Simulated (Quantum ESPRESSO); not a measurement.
# O on fcc sites of Ti(0001): a series in the coverage, part 4 of 8

Aim: how the results for O on fcc sites of Ti(0001) change with the coverage.

Quantum ESPRESSO 7.5; plane-wave DFT, PBE, GBRV ultrasoft pseudopotentials.

So far. Step 2 (Variable-cell relaxation of the reference):  The last row is no step: it is a fresh SCF in the final cell with a new plane-wave basis, +0 meV from the row before. Step 5 (Relaxing the ions, 0 ML): The relaxation lowers the energy by 12 meV an atom. On the free atoms the largest force ends at 0.001 eV/Å.

## (6) SCF with pw.x, 0 ML

A run under open boundaries on these atoms gives the vacuum levels.

m0.esm.in reads:

```
&control
  prefix = 'm0.esm'
  outdir = './out'
  pseudo_dir = './pseudo'
  calculation = 'scf'
  tprnfor = .true.
/
&system
  ibrav = 0
  nat = 3
  ntyp = 1
  ecutwfc = 40
  ecutrho = 200
  occupations = 'smearing'
  smearing = 'mv'
  degauss = 0.02
  assume_isolated = 'esm'
  esm_bc = 'bc1'
/
&electrons
  conv_thr = 1e-07
  mixing_beta = 0.25
  electron_maxstep = 160
  mixing_mode = 'local-TF'
  mixing_ndim = 12
/
ATOMIC_SPECIES
  Ti  47.8670  ti_pbe_v1.4.uspp.F.UPF
CELL_PARAMETERS angstrom
  2.93930890900000 0.00000000000000 0.00000000000000
  1.46965445450000 2.54551618476392 0.00000000000000
  0.00000000000000 0.00000000000000 18.52617388046125
ATOMIC_POSITIONS crystal
  Ti  0.000000000000 0.000000000000 -0.120363087800
  Ti  0.666666666700 0.666666666700 0.000000000000
  Ti  0.000000000000 0.000000000000 0.120363087800
K_POINTS automatic
  9 9 1 0 0 0
```

The run is started by

```sh
> OMP_NUM_THREADS=1 mpirun -n 16 pw.x -nk 4 -in m0.esm.in > m0.esm.out
```

The program printed:

```text
[banner, memory and clock lines left out]
Program PWSCF v.7.5 starts
[citation notice left out]

[...]
Message from routine setup:
[...]
bravais-lattice index     =            0
     lattice parameter (alat)  =       5.5545  a.u.
     unit-cell volume          =     935.4131 (a.u.)^3
     number of atoms/cell      =            3
     number of atomic types    =            1
     number of electrons       =        36.00
     number of Kohn-Sham states=           22
     kinetic-energy cutoff     =      40.0000  Ry
     charge density cutoff     =     200.0000  Ry
     scf convergence threshold =      1.0E-07
     mixing beta               =       0.2500
     number of iterations used =           12  local-TF  mixing
     Exchange-correlation=  SLA  PW   PBX  PBC
                           (   1   4   3   4   0   0   0)

     Effective Screening Medium Method
     Boundary Conditions: Vacuum-Slab-Vacuum
     total charge in unit cell        =   0.0000
     grid points for fit at edges     =        4

[...]
PseudoPot. # 1 for Ti read from file:
     ./pseudo/ti_pbe_v1.4.uspp.F.UPF
     Pseudo is Ultrasoft + core correction, Zval = 12.0
     Generated by new atomic code, or converted to UPF format
     Using radial grid of  851 points,  6 beta functions with:
                l(1) =   0
                l(2) =   0
                l(3) =   1
                l(4) =   1
                l(5) =   2
                l(6) =   2
     Q(r) pseudized with  6 coefficients,  rinner =    1.000   1.000   1.000
                                                       1.000   1.000

     atomic species   valence    mass     pseudopotential
     Ti               12.00    47.86700     Ti( 1.00)

     12 Sym. Ops. (no inversion) found

[...]
number of k points=    12  Marzari-Vanderbilt smearing, width (Ry)=  0.0200
[...]
Dense  grid:    44773 G-vectors     FFT dimensions: (  25,  25, 160)

     Smooth grid:    32025 G-vectors     FFT dimensions: (  24,  24, 144)

     Check: negative core charge=   -0.000004

     Initial potential from superposition of free atoms

     starting charge      32.9999, renormalised to      36.0000

     negative rho (up, down):  8.730E-03 0.000E+00
     Starting wfcs are   30 randomized atomic wfcs

     per-process dynamical memory:    13.9 Mb

     Self-consistent Calculation

     iteration #  1     ecut=    40.00 Ry     beta= 0.25
     Davidson diagonalization with overlap
     ethr =  1.00E-02,  avg # of iterations =  6.9

     negative rho (up, down):  8.192E-03 0.000E+00

     total energy              =    -357.80474683 Ry
     estimated scf accuracy    <       1.39552487 Ry

     iteration #  2     ecut=    40.00 Ry     beta= 0.25
[...]
negative rho (up, down):  6.715E-03 0.000E+00

[...]
total energy              =    -357.09596191 Ry
     estimated scf accuracy    <       1.03763588 Ry

     iteration #  3     ecut=    40.00 Ry     beta= 0.25
[...]
negative rho (up, down):  7.487E-03 0.000E+00

[...]
total energy              =    -357.32043006 Ry
     estimated scf accuracy    <       0.78993305 Ry

     iteration #  4     ecut=    40.00 Ry     beta= 0.25
[...]
c_bands:  1 eigenvalues not converged
[...]
negative rho (up, down):  7.002E-03 0.000E+00

[...]
total energy              =    -357.56293661 Ry
     estimated scf accuracy    <       0.63606492 Ry

     iteration #  5     ecut=    40.00 Ry     beta= 0.25
[...]
negative rho (up, down):  6.883E-03 0.000E+00

[...]
total energy              =    -357.57290017 Ry
     estimated scf accuracy    <       0.22468177 Ry

     iteration #  6     ecut=    40.00 Ry     beta= 0.25
[...]
negative rho (up, down):  7.259E-03 0.000E+00

[...]
total energy              =    -357.59519128 Ry
     estimated scf accuracy    <       0.09481019 Ry

[...]
iteration # 38     ecut=    40.00 Ry     beta= 0.25
[...]
negative rho (up, down):  5.241E-03 0.000E+00

[...]
total energy              =    -357.61478881 Ry
     estimated scf accuracy    <       0.00000064 Ry

     iteration # 39     ecut=    40.00 Ry     beta= 0.25
[...]
negative rho (up, down):  5.239E-03 0.000E+00

[...]
total energy              =    -357.61479010 Ry
     estimated scf accuracy    <       0.00000036 Ry

     iteration # 40     ecut=    40.00 Ry     beta= 0.25
[...]
negative rho (up, down):  5.239E-03 0.000E+00

[...]
total energy              =    -357.61479020 Ry
     estimated scf accuracy    <       0.00000020 Ry

     iteration # 41     ecut=    40.00 Ry     beta= 0.25
[...]
negative rho (up, down):  5.239E-03 0.000E+00

[...]
End of self-consistent calculation

          k = 0.0000 0.0000 0.0000 (  4043 PWs)   bands (ev):

   -61.2811 -61.2677 -60.9516 -37.7818 -37.6120 -37.2452 -37.2452 -37.2363
   -37.2363 -37.0718 -36.9629 -36.9629  -9.9837  -8.5818  -7.3385  -4.5509
    -4.4853  -3.7296  -3.7290  -3.6953  -3.6938  -3.5396

          k = 0.0000 0.1283 0.0000 (  4027 PWs)   bands (ev):

   -61.2715 -61.2594 -60.9446 -37.7622 -37.6112 -37.3038 -37.2996 -37.2596
   -37.2490 -37.0632 -37.0115 -36.9738  -9.6478  -8.2612  -7.0424  -4.6688
    -4.4389  -4.1292  -3.9874  -3.7115  -3.5650  -3.5039

[...]
the Fermi energy is    -4.4232 ev

!    total energy              =    -357.61479051 Ry
     estimated scf accuracy    <       0.00000004 Ry
     smearing contrib. (-TS)   =      -0.00257447 Ry
     internal energy E=F+TS    =    -357.61221604 Ry

     The total energy is F=E-TS. E is the sum of the following terms:
     one-electron contribution =    2356.83592212 Ry
     hartree contribution      =   -1189.95823051 Ry
     xc contribution           =     -54.01267433 Ry
     ewald contribution        =   -1470.47723333 Ry

     convergence has been achieved in  41 iterations

     negative rho (up, down):  5.239E-03 0.000E+00

     Forces acting on atoms (cartesian axes, Ry/au):

     atom    1 type  1   force =     0.00000000    0.00000000    0.00009130
     atom    2 type  1   force =     0.00000000    0.00000000    0.00000000
     atom    3 type  1   force =     0.00000000    0.00000000   -0.00009130

     Total force =     0.000129     Total SCF correction =     0.000507
     SCF correction compared to forces is large: reduce conv_thr to get better values

[...]
```

Run time: 8.8 s. Hardware: 16 MPI ranks of Arm Neoverse V2, shared host; peak memory 0.89 GiB; 2.3 min of CPU time.

This step gave:

```
free energy                                                    : -4865.5971 eV
Fermi energy                                                   : -4.423 eV
vacuum line at the lower end of the cell, over the Fermi level : 4.423 eV
vacuum line at the upper end of the cell, over the Fermi level : 4.423 eV
```

Electrostatic potential energy of an electron; zero at the Fermi level. The potential energy, planar mean by z:

```tsv
z (Å)	potential energy, planar mean (eV)
-9.0	4.42
-8.5	4.42
-8.0	4.42
-7.5	4.42
-7.0	4.42
-6.5	4.42
-6.0	4.41
-5.5	4.38
-5.0	4.29
-4.5	4.03
-4.0	3.30
-3.5	1.35
-3.0	-3.99
-2.5	-16.4
-2.0	-17.0
-1.5	-4.18
-1.0	-1.22
-0.5	-9.77
0.0	-19.5
0.5	-9.77
1.0	-1.22
1.5	-4.18
2.0	-17.0
2.5	-16.4
3.0	-3.99
3.5	1.35
4.0	3.30
4.5	4.03
5.0	4.29
5.5	4.38
6.0	4.41
6.5	4.42
7.0	4.42
7.5	4.42
8.0	4.42
8.5	4.42
9.0	4.42
```

The vacuum levels are read from the outermost 0.7 Å of the cell on either side.

Inside the slab this potential holds the local part of the pseudopotentials, which can be repulsive at the nuclei; only its value in the vacuum has a meaning of its own.

[end of part 4 of 8]

[Logs are printed without paths, hosts, clocks, repeated set-up lines and the standing remarks that a program may print on its own settings, such as how far it seeks lower states.]

[Hosts, paths, dates, database ids (printed as entryN), source tags and the programs' standing remarks are cut or masked in the printed files.]

[Maps of the electrostatic potential energy from Ansatz leave out the sawtooth potential of an applied field or a dipole correction, so their vacuum need not be flat; planar profiles and work functions include it.]
